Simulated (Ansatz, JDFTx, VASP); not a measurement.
**Ag: programs and potentials compared**

The starting cell:

```
Ag
1.0
     0.00000    2.04275    2.04275
     2.04275    0.00000    2.04275
     2.04275    2.04275    0.00000
Ag
1
Direct
  0.00000 0.00000 0.00000
```

Alike in all runs: task relaxation of cell and atoms; functional PBE; k mesh 11 × 11 × 11; occupations fermi-dirac, width 0.05 eV; no spin polarisation; no spin-orbit coupling.

```json
{"program and potentials": "Ansatz, Ansatz PAW", "plane-wave cutoff (eV)": "420", "notes": "19 valence electrons an atom on average", "equilibrium volume (Å³/atom)": "17.80"}
{"program and potentials": "VASP, PBE PAW files Ag, 600 eV", "plane-wave cutoff (eV)": "600", "notes": "11 valence electrons an atom on average", "equilibrium volume (Å³/atom)": "17.77"}
{"program and potentials": "JDFTx, PseudoDojo-SR-PBE-0.5-standard", "plane-wave cutoff (eV)": "1116", "notes": "19 valence electrons an atom on average", "equilibrium volume (Å³/atom)": "17.74"}
{"program and potentials": "VASP, PBE PAW files Ag_sv_GW, 680 eV", "plane-wave cutoff (eV)": "680", "notes": "19 valence electrons an atom on average", "equilibrium volume (Å³/atom)": "17.78"}
{"program and potentials": "Ansatz, all-electron LAPW, scalar-relativistic", "plane-wave cutoff (eV)": "-", "notes": "-", "equilibrium volume (Å³/atom)": "17.79"}
{"program and potentials": "VASP, PBE PAW files Ag, 580 eV", "plane-wave cutoff (eV)": "580", "notes": "11 valence electrons an atom on average", "equilibrium volume (Å³/atom)": "17.77"}
{"program and potentials": "VASP, PBE PAW files Ag_GW, 630 eV", "plane-wave cutoff (eV)": "630", "notes": "11 valence electrons an atom on average", "equilibrium volume (Å³/atom)": "17.75"}
```

The equilibrium volume spans 17.74 (JDFTx, PseudoDojo-SR-PBE-0.5-standard) to 17.80 Å³/atom (Ansatz, Ansatz PAW), with all-electron results at 17.79. Relaxations stop with a little pressure left, so the last digit of a volume isn't settled.

Differences between rows come from potentials, basis sets and numerical settings, since the functional is the same but for its coding. Runs on potential files found faulty are left out.
